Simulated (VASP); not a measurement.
A run of VASP 6.6.1 is set up as follows.

The input INCAR:

```
  PREC = Accurate
  ENCUT = 520
  EDIFF = 1E-8
  ISMEAR = 0
  SIGMA = 0.02
  LREAL = F
  LASPH = T
  NELM = 80
  ALGO = Normal
  ISIF = 2
  LWAVE = F
  LCHARG = F
  GGA = PS
  IVDW = 12
  NBANDS = 20
  IBRION = 6
  NFREE = 2
  POTIM = 0.015
  NSW = 1
  KPAR = 4
```

File KPOINTS:

```
Automatic mesh
0
Gamma
  6 6 6
```

Contents of POSCAR:

```
WS2                                     
1.0
    1.5603204281      0.9008514238      5.8431524872
   -1.5603204281      0.9008514238      5.8431524872
   -0.0000000000     -1.8017028384      5.8431524873
  W               S             
     1     2
Direct
     0.0006360138898107    0.0006360138898107    0.0006360138899102
     0.2444881293101140    0.2444881293101140    0.2444881293101850
     0.4235758568000766    0.4235758568000766    0.4235758567998990
```

Potentials or basis: VASP PAW PBE potentials, release 64 (W_sv, S).

Launch:

```console
$ cat potpaw_PBE.64/W_sv/POTCAR potpaw_PBE.64/S/POTCAR > POTCAR
$ mpirun -np 4 vasp_std > vasp.out
```

Task: Estimate the highest phonon frequency at Γ, LO-TO splitting left out.

Result: 440 cm⁻¹.

Task: Estimate the dispersion energy per atom.

Result: -0.418 eV.

Phonon frequencies in cm⁻¹ (negative: imaginary):
```tsv
q point	frequencies
(0.000, 0.000, 0.000)	0 0 0 305 305 359 359 431 440
```

 The run has no spin-orbit coupling, so splittings on W are missing.
